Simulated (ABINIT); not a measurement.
# Na (P6_3/mmc) in ABINIT: notebook

One crystal, Na, is run at these levels: PBEsol, LDA; tasks: relaxation of cell and atoms, single point.

All numbers are computed with ABINIT 10.8.3 (patched build); they aren't measurements. Logs are shortened: lines on timing, memory, paths and dates and some standing lists are left out, and cuts for length are marked. The log counts tension as positive stress, the text compression.

## 1. The crystal as given

It takes space group P6_3/mmc (No. 194, hexagonal). The conventional cell has a = 3.767 Å, b = 3.767 Å, c = 6.154 Å, α = 90.00°, β = 90.00°, γ = 120.00°. Na (site symmetry -6m2) is surrounded by 12 Na at 3.77 Å.

This isn't the form of Na at room conditions, which is bcc.

## 2. Relaxation of cell and atoms, PBEsol

run.abi reads:

```
# Pseudopotentials
pp_dirpath "./"
pseudos "Na.upf"

# Structure
acell 3*1.0
rprim
     7.1185983115     0.0000000000     0.0000000000
    -3.5592991557     6.1648869771     0.0000000000
     0.0000000000     0.0000000000    11.6293745709
ntypat 1
znucl 11
natom 2
typat 1 1
chkprim 0
chksymtnons 0
tolsym 1.0e-6
xred
            2/3            1/3            3/4
            1/3            2/3            1/4

# Plane-wave basis
ecut 44.0
ecutsm 0.5

# k points
kptopt 1
ngkpt 6 6 4
nshiftk 1
shiftk 0.0 0.0 0.0

# Exchange and correlation
ixc -116133

# Bands and occupations
nband 13
occopt 3
tsmear 0.00183747

# SCF cycle
nstep 80
tolvrs 1.0e-12

# Output
iomode 3
prteig 0
prtebands 0
prtwf 0
prtden 0

# Relaxation
ionmov 2
optcell 2
ntime 50
tolmxf 2.0e-5
dilatmx 1.08
```

Potentials or basis: PseudoDojo NC SR PBEsol v0.4.1 standard.

The run is started by

```console
$ mpirun --bind-to none -np 4 abinit run.abi > log 2>&1
```

run.abo:

```text
.Version 10.8.3 of ABINIT
 Symmetries : space group P6_3/m m c (#194); Bravais hP (primitive hexag.)
================================================================================
 Values of the parameters that define the memory need of the present run
     intxc =       0    ionmov =       2      iscf =       7    lmnmax =       4
     lnmax =       4     mgfft =      80  mpssoang =       2    mqgrid =    3751
     natom =       2  nloc_mem =       1    nspden =       1   nspinor =       1
    nsppol =       1      nsym =      24    n1xccc =       0    ntypat =       1
    occopt =       3   xclevel =       2
       mpw =        9002          nfft =      184320          nkpt =          21
================================================================================
================================================================================

--------------------------------------------------------------------------------
------------- Echo of variables that govern the present computation ------------
--------------------------------------------------------------------------------
 -outvars: echo values of preprocessed input variables --------
            acell      1.0000000000E+00  1.0000000000E+00  1.0000000000E+00 Bohr
              amu      2.29897680E+01
          chkprim           0
      chksymtnons           0
          dilatmx      1.08000000E+00
             ecut      4.40000000E+01 Hartree
           ecutsm      5.00000000E-01 Hartree
           ionmov           2
              ixc     -116133
         kptrlatt        6    0    0      0    6    0      0    0    4
          kptrlen      4.27115899E+01
            natom           2
            nband          13
            ngfft          48      48      80
             nkpt          21
            nstep          80
             nsym          24
            ntime          50
           ntypat           1
           occopt           3
          optcell           2
           prtden           0
        prtebands           0
           prteig           0
            prtwf           0
            rprim      7.1185983115E+00  0.0000000000E+00  0.0000000000E+00
                      -3.5592991557E+00  6.1648869771E+00  0.0000000000E+00
                       0.0000000000E+00  0.0000000000E+00  1.1629374571E+01
          spgroup         194
           tolmxf      2.00000000E-05
           tolsym      1.00000000E-06
           tolvrs      1.00000000E-12
           tsmear      1.83747000E-03 Hartree
            typat      1  1
           xangst      1.8834999987E+00  1.0874392313E+00  4.6154999969E+00
                       1.7639328775E-11  2.1748784626E+00  1.5384999990E+00
            xcart      3.5592991558E+00  2.0549623257E+00  8.7220309282E+00
                       3.3333500430E-11  4.1099246514E+00  2.9073436427E+00
             xred      6.6666666667E-01  3.3333333333E-01  7.5000000000E-01
                       3.3333333333E-01  6.6666666667E-01  2.5000000000E-01
            znucl       11.00000

================================================================================

 chkinp: Checking input parameters for consistency.

================================================================================
== DATASET  1 ==================================================================

--- !DatasetInfo
iteration_state: {dtset: 1, }
dimensions: {natom: 2, nkpt: 21, mband: 13, nsppol: 1, nspinor: 1, nspden: 1, mpw: 9002, }
cutoff_energies: {ecut:  44.0, pawecutdg:  -1.0, }
electrons: {nelect:   1.80000000E+01, charge:   0.00000000E+00, occopt:   3.00000000E+00, tsmear:   1.83747000E-03, }
meta: {optdriver: 0, ionmov: 2, optcell: 2, iscf: 7, paral_kgb: 0, }
...

 Real(R)+Recip(G) space primitive vectors, cartesian coordinates (Bohr,Bohr^-1):
 R(1)=  7.1185983  0.0000000  0.0000000  G(1)=  0.1404771  0.0811045  0.0000000
 R(2)= -3.5592992  6.1648870  0.0000000  G(2)=  0.0000000  0.1622090  0.0000000
 R(3)=  0.0000000  0.0000000 11.6293746  G(3)=  0.0000000  0.0000000  0.0859891
 Unit cell volume ucvol=  5.1035922E+02 bohr^3
 Angles (23,13,12)=  9.00000000E+01  9.00000000E+01  1.20000000E+02 degrees

 getcut: wavevector=  0.0000  0.0000  0.0000  ngfft=  48  48  80
         ecut(hartree)=     51.322   => boxcut(ratio)=   2.09089

--- Pseudopotential description ------------------------------------------------
- pspini: atom type   1  psp file is ./Na.upf
  11.00000   9.00000  180301                  znucl, zion, pspdat
12 -116133 1 -1 2016                          pspcod,pspxc,lmax,lloc,mmax
     nproj     2     2

   3.35850771E+02                                ecore*ucvol(ha*bohr**3)
--------------------------------------------------------------------------------

================================================================================

=== [ionmov= 2] Broyden-Fletcher-Goldfarb-Shanno method (forces)
================================================================================

--- Iteration: ( 1/50) Internal Cycle: (1/1)
--------------------------------------------------------------------------------

---SELF-CONSISTENT-FIELD CONVERGENCE--------------------------------------------

--- !BeginCycle
iteration_state: {dtset: 1, itime: 1, icycle: 1, }
solver: {iscf: 7, nstep: 80, nline: 4, wfoptalg: 0, }
tolerances: {tolvrs: 1.00E-12, }
...

     iter   Etot(hartree)      deltaE(h)  residm     vres2
 ETOT  1  -91.123691585531    -9.112E+01 6.304E-01 3.577E+00
 ETOT  2  -91.263092539451    -1.394E-01 9.057E-04 7.585E+00
 ETOT  3  -91.264494141454    -1.402E-03 4.045E-04 1.014E+00
 ETOT  4  -91.264677874467    -1.837E-04 1.082E-03 1.920E-02
 ETOT  5  -91.264680878368    -3.004E-06 1.044E-04 7.298E-05
 ETOT  6  -91.264680889914    -1.155E-08 9.640E-05 3.816E-06
 ETOT  7  -91.264680890277    -3.622E-10 2.423E-05 5.649E-08
 ETOT  8  -91.264680890284    -7.105E-12 1.493E-05 5.245E-09
 ETOT  9  -91.264680890282     1.890E-12 6.465E-06 1.997E-10
 ETOT 10  -91.264680890280     1.563E-12 3.558E-06 7.742E-13

 At SCF step   10       vres2   =  7.74E-13 < tolvrs=  1.00E-12 =>converged.

 Cartesian components of stress tensor (hartree/bohr^3)
  sigma(1 1)=  1.13370525E-06  sigma(3 2)=  0.00000000E+00
  sigma(2 2)=  1.13370525E-06  sigma(3 1)=  0.00000000E+00
  sigma(3 3)=  2.67518741E-05  sigma(2 1)= -1.04672105E-14

--- !ResultsGS
iteration_state: {dtset: 1, itime: 1, icycle: 1, }
comment   : Summary of ground state results
lattice_vectors:
- [  7.1185983,   0.0000000,   0.0000000, ]
- [ -3.5592992,   6.1648870,   0.0000000, ]
- [  0.0000000,   0.0000000,  11.6293746, ]
lattice_lengths: [   7.11860,    7.11860,   11.62937, ]
lattice_angles: [ 90.000,  90.000, 120.000, ] # degrees, (23, 13, 12)
lattice_volume:   5.1035922E+02
convergence: {deltae:  1.563E-12, res2:  7.742E-13, residm:  3.558E-06, diffor: null, }
etotal    :  -9.12646809E+01
entropy   :   0.00000000E+00
fermie    :   1.85140989E-02
cartesian_stress_tensor: # hartree/bohr^3
- [  1.13370525E-06,  -1.04672105E-14,   0.00000000E+00, ]
- [ -1.04672105E-14,   1.13370525E-06,   0.00000000E+00, ]
- [  0.00000000E+00,   0.00000000E+00,   2.67518741E-05, ]
pressure_GPa:  -2.8459E-01
xred      :
- [  6.6667E-01,   3.3333E-01,   7.5000E-01, Na]
- [  3.3333E-01,   6.6667E-01,   2.5000E-01, Na]
cartesian_forces: # hartree/bohr
- [ -4.72818718E-30,   4.64069424E-29,   9.04446352E-32, ]
- [  4.72818718E-30,  -4.64069424E-29,  -9.04446352E-32, ]
[... 791 lines left out ...]
 Cartesian coordinates (xcart) [bohr]
  3.55590142074461E+00  2.05300064247039E+00  8.39945828259923E+00
  3.33015261329220E-11  4.10600128494078E+00  2.79981942753308E+00
 Reduced coordinates (xred)
  6.66666666666667E-01  3.33333333333333E-01  7.50000000000000E-01
  3.33333333333333E-01  6.66666666666667E-01  2.50000000000000E-01
 Cartesian forces (fcart) [Ha/bohr]; max,rms= 9.56350E-30 6.87651E-30 (free atoms)
 -7.09905758914558E-30  9.56349989025171E-30 -4.69590346591315E-32
  7.09905758914558E-30 -9.56349989025171E-30  4.69590346591315E-32
 Gradient of E wrt nuclear positions in reduced coordinates (gred)
  5.04870979341448E-29 -8.41451632235746E-29  5.25907270147341E-31
 -5.04870979341448E-29  8.41451632235746E-29 -5.25907270147341E-31
 Scale of Primitive Cell (acell) [bohr]
  7.11180284145592E+00  7.11180284143440E+00  1.11992777101323E+01
 Real space primitive translations (rprimd) [bohr]
  7.11180284145592E+00  0.00000000000000E+00  0.00000000000000E+00
 -3.55590142067801E+00  6.15900192741117E+00  0.00000000000000E+00
  0.00000000000000E+00  0.00000000000000E+00  1.11992777101323E+01
 Unitary Cell Volume (ucvol) [Bohr^3]=  4.90546365511207E+02
 Angles (23,13,12)= [degrees]
  9.00000000000000E+01  9.00000000000000E+01  1.19999999999635E+02
 Lengths [Bohr]
  7.11180284145592E+00  7.11180284143440E+00  1.11992777101323E+01
 Stress tensor in cartesian coordinates (strten) [Ha/bohr^3]
 -4.44643384889254E-08 -1.13190815462855E-14  0.00000000000000E+00
 -1.13190815462855E-14 -4.44643402956399E-08  0.00000000000000E+00
  0.00000000000000E+00  0.00000000000000E+00 -1.80906730170346E-07
 Total energy (etotal) [Ha]= -9.12649405594531E+01

 Difference of energy with previous step (new-old):
           Absolute (Ha)=-3.61327E-08
           Relative     =-3.95910E-10

 At Broyd/MD step   9, gradients are converged :
  max grad (force/stress) = 1.8091E-05 < tolmxf= 2.0000E-05 ha/bohr (free atoms)

================================================================================

 ----iterations are completed or convergence reached----

 Mean square residual over all n,k,spin=   10.602E-19; max=  64.444E-18
 reduced coordinates (array xred) for    2 atoms
       0.666666666667      0.333333333333      0.750000000000
       0.333333333333      0.666666666667      0.250000000000
 rms dE/dt=  5.8299E-29; max dE/dt=  1.0097E-28; dE/dt below (all hartree)
    1       0.000000000000     -0.000000000000      0.000000000000
    2      -0.000000000000      0.000000000000     -0.000000000000

 cartesian coordinates (angstrom) at end:
    1      1.88170199479908     1.08640115322752     4.44480190406656
    2      0.00000000001762     2.17280230645504     1.48160063468885

 cartesian forces (hartree/bohr) at end:
    1     -0.00000000000000     0.00000000000000    -0.00000000000000
    2      0.00000000000000    -0.00000000000000     0.00000000000000
 frms,max,avg= 6.8765145E-30 9.5634999E-30   0.000E+00  0.000E+00  0.000E+00 h/b

 cartesian forces (eV/Angstrom) at end:
    1     -0.00000000000000     0.00000000000000    -0.00000000000000
    2      0.00000000000000    -0.00000000000000     0.00000000000000
 frms,max,avg= 3.5360459E-28 4.9177494E-28   0.000E+00  0.000E+00  0.000E+00 e/A
 length scales=  7.111802841456  7.111802841434 11.199277710132 bohr
              =  3.763403989581  3.763403989569  5.926402538755 angstroms
 Fermi (or HOMO) energy (hartree) =   0.02111   Average Vxc (hartree)=  -0.24001
 Eigenvalues (hartree) for nkpt=  21  k points:
 kpt#   1, nband= 13, wtk=  0.00694, kpt=  0.0000  0.0000  0.0000 (reduced coord)
  -1.91205   -1.91196   -0.88744   -0.88610   -0.88610   -0.88591   -0.88587   -0.88587
  -0.09600    0.05219    0.07042    0.38617    0.38617
      occupation numbers for kpt#   1
   2.00000    2.00000    2.00000    2.00000    2.00000    2.00000    2.00000    2.00000
   2.00000    0.00000    0.00000    0.00000    0.00000
 prteigrs : prtvol=0 or 1, do not print more k-points.

--- !EnergyTerms
iteration_state     : {dtset: 1, itime: 9, icycle: 1, }
comment             : Components of total free energy in Hartree
kinetic             :  5.55077284566692E+01
hartree             :  4.03699875897835E+01
xc                  : -1.34671618591872E+01
Ewald energy        : -3.73657138646166E+01
psp_core            :  6.84646333825973E-01
local_psp           : -1.07380268937313E+02
non_local_psp       : -2.96140465272069E+01
internal            : -9.12648288080450E+01
'-kT*entropy'       : -1.11751408122848E-04
total_energy        : -9.12649405594532E+01
total_energy_eV     : -2.48344554827978E+03
band_energy         : -1.83300912088465E+01
...

 Cartesian components of stress tensor (hartree/bohr^3)
  sigma(1 1)= -4.44643385E-08  sigma(3 2)=  0.00000000E+00
  sigma(2 2)= -4.44643403E-08  sigma(3 1)=  0.00000000E+00
  sigma(3 3)= -1.80906730E-07  sigma(2 1)= -1.13190815E-14

-Cartesian components of stress tensor (GPa)         [Pressure=  2.6463E-03 GPa]
- sigma(1 1)= -1.30818600E-03  sigma(3 2)=  0.00000000E+00
- sigma(2 2)= -1.30818606E-03  sigma(3 1)=  0.00000000E+00
- sigma(3 3)= -5.32245976E-03  sigma(2 1)= -3.33018877E-10

== END DATASET(S) ==============================================================
================================================================================

 -outvars: echo values of variables after computation  --------
            acell      7.1118028415E+00  7.1118028414E+00  1.1199277710E+01 Bohr
           etotal     -9.1264940559E+01
            fcart     -7.0990575891E-30  9.5634998903E-30 -4.6959034659E-32
                       7.0990575891E-30 -9.5634998903E-30  4.6959034659E-32
            rprim      1.0000000000E+00  0.0000000000E+00  0.0000000000E+00
                      -4.9999999999E-01  8.6602540379E-01  0.0000000000E+00
                       0.0000000000E+00  0.0000000000E+00  1.0000000000E+00
           strten     -4.4464338489E-08 -4.4464340296E-08 -1.8090673017E-07
                       0.0000000000E+00  0.0000000000E+00 -1.1319081546E-14
           xangst      1.8817019948E+00  1.0864011532E+00  4.4448019041E+00
                       1.7622408706E-11  2.1728023065E+00  1.4816006347E+00
             xred      6.6666666667E-01  3.3333333333E-01  7.5000000000E-01
                       3.3333333333E-01  6.6666666667E-01  2.5000000000E-01
 Calculation completed.
```

Run time: 2.3 min. Hardware: 4 MPI ranks of Arm Neoverse V2, shared host; peak memory 0.48 GiB.

What came out:

| Quantity | Value |
| --- | --- |
| Free energy | -2483.4455 eV |
| Relaxed volume | 36.35 Å³/atom |
| Relaxed cell | a = 3.763 Å, b = 3.763 Å, c = 5.926 Å, α = 90.00°, β = 90.00°, γ = 120.00° |
| Space group after relaxing (to 0.05 Å) | P6_3/mmc (No. 194) |
| Energy gained by relaxing | 3.5 meV/atom |
| Ionic steps | 9 |
| Pressure after relaxing | 0.0 GPa |
| Band gap on the k mesh | none (metal or under the smearing width) |

Step by step:
| step | energy change (eV) | largest force (eV/Å) | pressure (GPa) | volume (Å³) |
| --- | --- | --- | --- | --- |
| 1 | 0.0000 | 0.0000 | -0.28 | 75.63 |
| 2 | -0.0003 | 0.0000 | -0.28 | 75.56 |
| 3 | -0.0070 | 0.0000 | 0.03 | 72.42 |
| 4 | -0.0071 | 0.0000 | 0.01 | 72.64 |
| 5 | -0.0071 | 0.0000 | 0.01 | 72.63 |
| 6 | -0.0071 | 0.0000 | 0.01 | 72.63 |
| 7 | -0.0071 | 0.0000 | 0.01 | 72.63 |
| 8 | -0.0071 | 0.0000 | 0.01 | 72.65 |
| 9 | -0.0071 | 0.0000 | 0.00 | 72.69 |

Final structure:
```
Na
1.0
     3.76340    0.00000    0.00000
    -1.88170    3.25920    0.00000
     0.00000    0.00000    5.92640
Na
2
Direct
  0.66667 0.33333 0.75000
  0.33333 0.66667 0.25000
```

[end of part 1 of 2]
